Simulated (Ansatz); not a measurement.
# BAs: response to strain

Aim: deform BAs (zz strain of -3 %) and compute stress, forces and field gradients with LAPW, PAW and all-electron datasets made for the crystal.

Program: Ansatz 0.2.0. Level of theory: DFT PBE, scalar-relativistic. These are calculated values, not measurements.

### 1 Starting point

It takes space group F-43m (No. 216, cubic). Conventional cell: a = 4.777 Å, b = 4.777 Å, c = 4.777 Å, α = 90.00°, β = 90.00°, γ = 90.00°. B (site symmetry -43m) is surrounded by 4 As at 2.07 Å. As (site symmetry -43m) is surrounded by 4 B at 2.07 Å.

Coordinates:

```cif
data_structure
_symmetry_space_group_name_H-M 'P 1'
_symmetry_Int_Tables_number 1
_cell_length_a 3.3778
_cell_length_b 3.3778
_cell_length_c 3.3778
_cell_angle_alpha 60.000
_cell_angle_beta 60.000
_cell_angle_gamma 60.000
_cell_volume 27.25
loop_
_atom_site_label
_atom_site_type_symbol
_atom_site_fract_x
_atom_site_fract_y
_atom_site_fract_z
_atom_site_occupancy
B1 B 0.00000 0.00000 0.00000 1
As1 As 0.75000 0.75000 0.75000 1
```

Atoms are numbered in the order of the input: B1, As2.

### 2 After the deformation

Space group F-43m before, I-4m2 after.

### 3 LAPW, all electrons

input.yaml reads:

```yaml
crystal:
  lattice:
    - [0.0, 2.3885, 2.316845]
    - [2.3885, 0.0, 2.316845]
    - [2.3885, 2.3885, 0.0]
  atoms:
    - { symbol: B, position: [0.0, 0.0, 0.0] }
    - { symbol: As, position: [0.75, 0.75, 0.75] }
kpoints:
  mp_grid: { grid: [15, 15, 15] }
  band_path:
    path:
      - [0.0, 0.0, 0.0]
      - [0.0, 0.5, 0.5]
      - [0.25, 0.75, 0.5]
      - [0.0, 0.5, 0.0]
      - [0.0, 0.0, 0.0]
      - [0.5, 0.5, 0.0]
      - [0.3828515251, 0.6171484749, 0.0]
      - [-0.3828515251, 0.3828515251, 0.0]
      - [0.0, 0.0, 0.0]
    npoints: 5
scf:
  occupations: { method: fermi_dirac, width: 0.03 }
hamiltonian:
  xc: pbe
  pseudopotentials: { kind: all_electron, lapw: { basis_error: 0.00025 } }
output:
  forces: true
  stress: true
  eigenvalues: true
```

The run is started by

```sh
$ ansatz run input.yaml --threads 1 --pin off --max-ram 3072MiB --backend cpu --events-out ev --progress --plain --runs-dir out
```

Output (excerpt; [...] marks lines left out):

```text
LAPW: plane waves up to 10.015 Å⁻¹, error target 2.5e-4 eV per atom; small_component_spin mean_spin; B in spheres of 0.851 Å, 5 of its electrons in bands, Dirac shells []; As in spheres of 1.197 Å, 23 of its electrons in bands, Dirac shells []
[...]
Pseudopotentials: kind: all_electron
Pseudopotential: B, LAPW, valence charge 5, Koelling and Harmon's equation, gaussian nucleus
Pseudopotential: As, LAPW, valence charge 23, Koelling and Harmon's equation, gaussian nucleus
Functional definition: PBE
[...]
Crystal: 2 atoms, lattice volume = 26.435 Å³
Basis set: ecut = 382.14515754590394 eV, 443 PW (Γ), exchange–correlation at level 2
Bands: 18, of which v1, the nominal top of the filled ones, is band 14 counted from 1 (13 counted from 0)
Symmetry: 8 space group operations
Space group: I-4m2 (ITA 119), of the structure as read, at distance tolerance 3.0e-5 Å
k-points: 288 of 3375 (time reversal used)
[...]
SCF iter   1: F=—  HF=-62200.808061 eV  |F-HF|=—  |Δ(HF+E_count)|=         —  Δρ=7.56e-2  dr2=1.97e0  ethr=7.04e-3  ⟨swp⟩=2.0  Hψ=34280  notcnv=0
[...]
the basis was enlarged: its passes take 264.3 KiB over the memory plan, 1 of 1 planned eigensolver slots
[...]
SCF iter   7: F=-62200.132584 eV  HF=-62200.132584 eV  |F-HF|=1.47e-8  |Δ(HF+E_count)|=   1.65e-6  Δρ=6.61e-6  dr2=9.47e-9  ethr=4.08e-9  ⟨swp⟩=3.0  Hψ=14626  notcnv=0
[...]
NSCF: frozen V_eff on 41 k-points
SCF converged after 7 iterations
Free energy (F): -62200.132584 eV
[...]
E sigma→0 (E₀):  -62200.132584 eV
Fermi energy:    12.765409 eV
[...]
--- Forces (eV/Å), atoms counted from 1 ---
  atom   1  B     -0.00000000     0.00000000    -0.00000000
  atom   2  As     0.00000000    -0.00000000    -0.00000000
[...]
--- Stress (GPa, compression-positive) ---
        5.275460       0.000000      -0.000000
        0.000000       5.275460       0.000000
       -0.000000       0.000000      11.451168
  P = ⅓ Tr σ = 7.3340 GPa (73.340 kbar)
--- Band table (eV; the first three rows and the last of 288) ---
  k-point 0: bands = ["-173.1888", "-161.4291", "-116.5661", "-116.5614", "-116.5614", "-23.6353", "-23.6353", "-23.6308", "-23.6105", "-23.6077", "-3.4428", "12.1392", "12.1392", "12.4300", "15.4329", "15.6319", "15.6319", "17.3012"]
[...]
```

Run time: 70 s. Hardware: 1 thread of Arm Neoverse V2, shared host; peak memory 0.69 GiB.

Read from it: pressure 7.33 GPa; gap 0.69 eV, indirect from Γ to Γ–M.

### 4 PAW with frozen cores

input.yaml reads:

```yaml
crystal:
  lattice:
    - [0.0, 2.3885, 2.316845]
    - [2.3885, 0.0, 2.316845]
    - [2.3885, 2.3885, 0.0]
  atoms:
    - { symbol: B, position: [0.0, 0.0, 0.0] }
    - { symbol: As, position: [0.75, 0.75, 0.75] }
kpoints:
  mp_grid: { grid: [15, 15, 15] }
scf:
  occupations: { method: fermi_dirac, width: 0.03 }
hamiltonian:
  xc: pbe
  pseudopotentials: { kind: paw }
output:
  forces: true
  stress: true
  eigenvalues: true
  efg: { contact_densities: true }
  write_density: true
  write_potential: true
  elf: true
  volumetric_format: npy
```

The run is started by

```sh
$ ansatz run input.yaml --threads 1 --pin off --max-ram 3072MiB --backend cpu --events-out ev --progress --plain --runs-dir out
```

Output:

```text
Engine: ansatz 0.2.0
Pseudopotentials: kind: paw
Pseudopotential: B, paw, valence charge 3, recommended cutoff 420 eV (normal)
Pseudopotential: As, paw, valence charge 15, recommended cutoff 420 eV (normal)
[... 1 set-up line as earlier in the session ...]
  parameter kappa = 0.804
  parameter beta = 0.06672455060314922
  exchange = pbe_x(kappa = kappa, mu = beta*pi^2/3)
  correlation = pbe_c(beta = beta)
Crystal: 2 atoms, lattice volume = 26.435 Å³
Basis set: ecut = 420 eV, 531 PW (Γ), exchange–correlation on 48×48×48 points (8 copies of the dense FFT grid, shifted against one another)
Bands: 13, of which v1, the nominal top of the filled ones, is band 9 counted from 1 (8 counted from 0)
[... 2 set-up lines as earlier in the session ...]
k-points: 288 of 3375 (time reversal used)
Non-local potential: B, projectors of the file, l = 0: 2, l = 1: 2, l = 2: 1
Non-local potential: As, projectors of the file, l = 0: 2, l = 1: 2, l = 2: 3, l = 3: 1
PAW form: soft (Blöchl's): semilocal exchange-correlation on the pseudo side does not see the compensation charge
PAW one-centre angular grid: B, 110 points (default); XC on 64 Gauss nodes
PAW one-centre angular grid: As, 590 points (default); XC on 64 Gauss nodes
Initial density: superposition of atomic densities (neutral atoms: chi_scale 0, normalization atom), corrected by the library's trained network
Initial wavefunctions: pseudopotential atomic-orbital guess
Functional: x = pbe(κ = 0.804, μ = 0.2195149727645171), c = pbe(β = 0.06672455060314922)
SCF iter   1: F=—  HF=-5012.064389 eV  |F-HF|=—  |Δ(HF+E_count)|=         —  Δρ=9.79e-4  dr2=1.91e-4  ethr=1.77e-3  ⟨swp⟩=5.9  Hψ=21346  notcnv=0
preconditioner: auto → none  [insulator: Δε(μ)=0.692 eV  Ē_g=12.653 eV  σ=0.030 eV  W_gap=1.00  n_scr=8 (ndim 8)  ℏωp=20.4 eV  f_vac=0.000  D(μ)=0.00/eV (n_scr^D=0)  ε∞_Penn≈3.6]
SCF iter   2: F=—  HF=-5012.064467 eV  |F-HF|=—  |Δ(HF+E_count)|=   7.87e-5  Δρ=5.09e-4  dr2=4.59e-5  ethr=1.06e-6  ⟨swp⟩=2.2  Hψ=7970  notcnv=0
SCF iter   3: F=—  HF=-5012.064501 eV  |F-HF|=—  |Δ(HF+E_count)|=   3.40e-5  Δρ=2.39e-4  dr2=7.76e-6  ethr=2.55e-7  ⟨swp⟩=2.0  Hψ=6291  notcnv=0
SCF iter   4: F=—  HF=-5012.064520 eV  |F-HF|=—  |Δ(HF+E_count)|=   1.85e-5  Δρ=4.28e-5  dr2=5.10e-7  ethr=4.31e-8  ⟨swp⟩=2.0  Hψ=4896  notcnv=0
iter 5 did not close the SCF: its close was put off for the readings that it lacked (scf_convergence_deferred on its scf_iter line)
SCF iter   5: F=-5012.064520 eV  HF=-5012.064520 eV  |F-HF|=2.15e-8  |Δ(HF+E_count)|=   1.73e-8  Δρ=7.04e-6  dr2=1.12e-8  ethr=2.83e-9  ⟨swp⟩=2.0  Hψ=6336  notcnv=0
SCF iter   6: F=-5012.064520 eV  HF=-5012.064520 eV  |F-HF|=2.36e-11  |Δ(HF+E_count)|=   2.60e-9  Δρ=2.83e-6  dr2=2.28e-9  ethr=6.24e-11  ⟨swp⟩=4.5  Hψ=19196  notcnv=0
SCF 1 converged in 6 iterations: F = -5012.064520 eV  dr2 = 2.28e-9
SCF converged after 6 iterations
Free energy (F): -5012.064520 eV
Harris-Foulkes:  -5012.064520 eV  (|F-HF|=2.36e-11)
Internal energy: -5012.064520 eV  (E = F + TS)
E sigma→0 (E₀):  -5012.064520 eV
Fermi energy:    12.147354 eV
--- Per-component energies (eV) ---
  E_band       = -202.837535
  E_kinetic    = 153.427380
  E_local      = -1666.896044  (includes V_loc(G=0)·N_el)
  E_nonlocal   = -657.728936
  E_hartree    = 929.854120
  E_xc         = -111.923840
  E_vxc        = -118.312305  (∫ρ·V_xc dr)
  E_paw        = -1915.318201  (= ΣΔE_a)
  E_vpaw       = 226.963030  (= ΣTr[D̂ρ^β])
  E_aug_tail   = 0.000006  (compensation charges beyond the density's cutoff)
  E_ewald      = -1743.479005
  E_smearing   = -0.000000  (= −TS)
  E_closure    = 0.000000  (closes the sum)
  Σ components = -5012.064520   (vs F -5012.064520, Δ=0.00e0)
--- Forces (eV/Å), atoms counted from 1 ---
  atom   1  B     -0.00000000    -0.00000000     0.00000000
  atom   2  As    -0.00000000    -0.00000000    -0.00000000
  max |Σ_I F_I| component: 3.38e-16 eV/Å
--- Stress (GPa, compression-positive) ---
        5.321901      -0.000000       0.000000
        0.000000       5.321901       0.000000
        0.000000       0.000000      11.490945
  P = ⅓ Tr σ = 7.3782 GPa (73.782 kbar)
--- PAW observables at the nuclei: V_zz in 10²¹ V/m², potentials from the cell's mean, atoms counted from 1 ---
  atom   1  B  V_zz =    -0.032889   η = 0.0000   by run symmetry: allowed
            electrostatic potential = -327.432632 V   contact ρ = 486.266827 e/Å³
  atom   2  As V_zz =    -0.296755   η = 0.0000   by run symmetry: allowed
            electrostatic potential = -4516.791001 V   contact ρ = 235479.797041 e/Å³
--- Band table (eV; the first three rows and the last of 288) ---
  k-point 0: bands = ["-24.2355", "-24.2355", "-24.2308", "-24.2105", "-24.2074", "-4.0651", "11.5225", "11.5225", "11.8131", "14.8127", "15.0118", "15.0118", "16.6729"]
  k-point 1: bands = ["-24.2352", "-24.2351", "-24.2305", "-24.2106", "-24.2074", "-3.9899", "10.8805", "11.3686", "11.5899", "14.9768", "15.2046", "15.2074", "17.0520"]
  k-point 2: bands = ["-24.2345", "-24.2340", "-24.2298", "-24.2106", "-24.2072", "-3.7655", "9.4234", "11.0064", "11.2340", "15.0752", "15.5985", "15.6495", "18.0057"]
  k-point 287: bands = ["-24.2369", "-24.2183", "-24.2169", "-24.2168", "-24.2000", "0.4573", "3.1318", "6.9490", "7.2668", "12.8275", "13.2120", "23.0976", "23.1355"]
```

Wall time 10 s (1 thread of Arm Neoverse V2, shared host); peak memory 0.43 GiB.

Result: pressure 7.38 GPa; gap on the k mesh 0.69 eV (an odd mesh misses the zone boundary); Vzz B1 -0.03 (η = 0.00), As2 -0.30 (η = 0.00) (10²¹ V/m²).

The fields are shown in the conventional cell of this run's space group, carried over from its grid by interpolation.

Density in a lattice plane of the grid's cell (edges 3.38 and 4.63 Å, at 0.000 of the third edge), which holds B and As.

Values in e/Å³, 12 rows by 8 columns:
```
 0.65  0.58  0.30  0.15  0.11  0.15  0.30  0.58
 0.50  0.36  0.17  0.07  0.05  0.07  0.17  0.36
 0.24  0.19  0.10  0.05  0.03  0.05  0.10  0.19
 0.11  0.09  0.07  0.05  0.05  0.05  0.07  0.09
 0.06  0.06  0.07  0.09  0.11  0.09  0.07  0.06
 0.04  0.06  0.12  0.23  0.30  0.23  0.12  0.06
 0.06  0.10  0.26  0.63  1.07  0.63  0.26  0.10
 0.11  0.19  0.55  3.96 11.86  3.96  0.55  0.19
 0.24  0.35  0.94 10.41 30.58 10.41  0.94  0.35
 0.50  0.58  0.88  4.09 11.89  4.09  0.88  0.58
 0.65  0.80  0.75  0.80  1.06  0.80  0.75  0.80
 0.23  0.66  0.52  0.34  0.30  0.34  0.52  0.66
```
Columns run along the first of these edges and rows up along the second, over one cell in 8 and 12 even steps from the bottom left corner. Atoms in the plane (fractional): B at (0.00, 0.00), As at (0.50, 0.25).

ELF in the same plane.

Ten even steps from '0' (0.01) to '9' (0.90):
```
002466543334566420
334444321112344443
665542100000124556
665431000000013456
443210000000001234
222100000000000122
110000000000000001
000000011111000000
000001123332110000
000012345554321000
000124556665542100
001245565556554210
112455543334555421
234566531113566543
456776421212467765
678887531113578887
679998753335789997
348999876567899984
014899876667899841
001588765556788510
```
Columns run along the first of these edges and rows up along the second, over one cell in 18 and 20 even steps from the bottom left corner. Atoms in the plane (fractional): B at (0.00, 0.00), As at (0.50, 0.25).

Both are smooth fields of the valence electrons: close to the nuclei they are not physical.

Maxima of ELF outside the ion cores: 0.90 on the B–As line, 0.8 Å from B.

### 5 Datasets made for this crystal

Edit input.yaml of step 4 so:

```diff
@@ -14,3 +14,3 @@
   xc: pbe
-  pseudopotentials: { kind: paw }
+  pseudopotentials: { kind: all_electron, datasets: crystal }
 output:
@@ -20,5 +20 @@
   efg: { contact_densities: true }
-  write_density: true
-  write_potential: true
-  elf: true
-  volumetric_format: npy
```

The run is started by

```sh
$ ansatz run input.yaml --threads 1 --pin off --max-ram 3072MiB --backend cpu --events-out ev --progress --plain --runs-dir out
```

Output (excerpt; [...] marks lines left out):

```text
[...]
[... 1 set-up line as earlier in the session ...]
Pseudopotential: B, paw, valence charge 3, recommended cutoff 260 eV (normal), Koelling and Harmon's equation, gaussian nucleus
Pseudopotential: As, paw, valence charge 15, recommended cutoff 260 eV (normal), Koelling and Harmon's equation, gaussian nucleus
[... 1 set-up line as earlier in the session ...]
[...]
Crystal: 2 atoms, lattice volume = 26.435 Å³
Basis set: ecut = 260 eV, 259 PW (Γ), exchange–correlation on 40×40×40 points (8 copies of the dense FFT grid, shifted against one another)
Bands: 8, of which v1, the nominal top of the filled ones, is band 4 counted from 1 (3 counted from 0)
[... 2 set-up lines as earlier in the session ...]
k-points: 288 of 3375 (time reversal used)
[...]
--- Forces (eV/Å), atoms counted from 1 ---
  atom   1  B     -0.00000000     0.00000000     0.00000000
  atom   2  As     0.00000000    -0.00000000    -0.00000000
[...]
--- Stress (GPa, compression-positive) ---
        5.274626      -0.000000       0.000000
       -0.000000       5.274626       0.000000
       -0.000000       0.000000      11.450234
  P = ⅓ Tr σ = 7.3332 GPa (73.332 kbar)
  It holds what live shells' own plane waves past their cutoff add
--- PAW observables at the nuclei: V_zz in 10²¹ V/m², potentials from the cell's mean, atoms counted from 1 ---
  atom   1  B  V_zz =    -0.030081   η = 0.0000   by run symmetry: allowed
            electrostatic potential = -327.483361 V   contact ρ = 486.288977 e/Å³
  atom   2  As V_zz =    -0.282572   η = 0.0000   by run symmetry: allowed
            electrostatic potential = -4516.669999 V   contact ρ = 235551.105975 e/Å³
--- Band table (eV; the first three rows and the last of 288) ---
  k-point 0: bands = ["-3.4427", "12.1391", "12.1391", "12.4299", "15.4329", "15.6319"]
[...]
```

It took 15 s on 1 thread of Arm Neoverse V2, shared host; peak memory 0.52 GiB.

In short: pressure 7.33 GPa; gap on the k mesh 0.69 eV (an odd mesh misses the zone boundary); Vzz B1 -0.03 (η = 0.00), As2 -0.28 (η = 0.00) (10²¹ V/m²).

### 6 Side by side

Stress (GPa, compression positive):

```
          method    xx    yy     zz    yz    xz    xy
            LAPW  5.28  5.28  11.45  0.00  0.00  0.00
             PAW  5.32  5.32  11.49  0.00  0.00  0.00
crystal datasets  5.27  5.27  11.45  0.00  0.00  0.00
```

| method | pressure (GPa) | gap on the k mesh (eV) | Vzz B1 (10²¹ V/m²) | Vzz As2 (10²¹ V/m²) | SCF cycles, all passes |
| --- | --- | --- | --- | --- | --- |
| LAPW | 7.33 | 0.69 | – | – | 7 |
| PAW | 7.38 | 0.69 | -0.03 | -0.30 | 6 |
| crystal datasets | 7.33 | 0.69 | -0.03 | -0.28 | 7 |

### 7 Outcome

| quantity | value |
| --- | --- |
| pressure | LAPW 7.33, PAW 7.38, crystal datasets 7.33 GPa |
| largest shear or deviatoric stress (LAPW) | 4.12 GPa |

What this shows: The largest part of the stress beyond the pressure is 4.12 GPa in size, in the zz component; the atoms are carried along and not relaxed. No run of the undeformed cell stands beside it, so the pressure holds what the given cell had before the change. PAW: stress within 0.05 GPa of LAPW. Crystal datasets: stress within 0.01 GPa of LAPW.
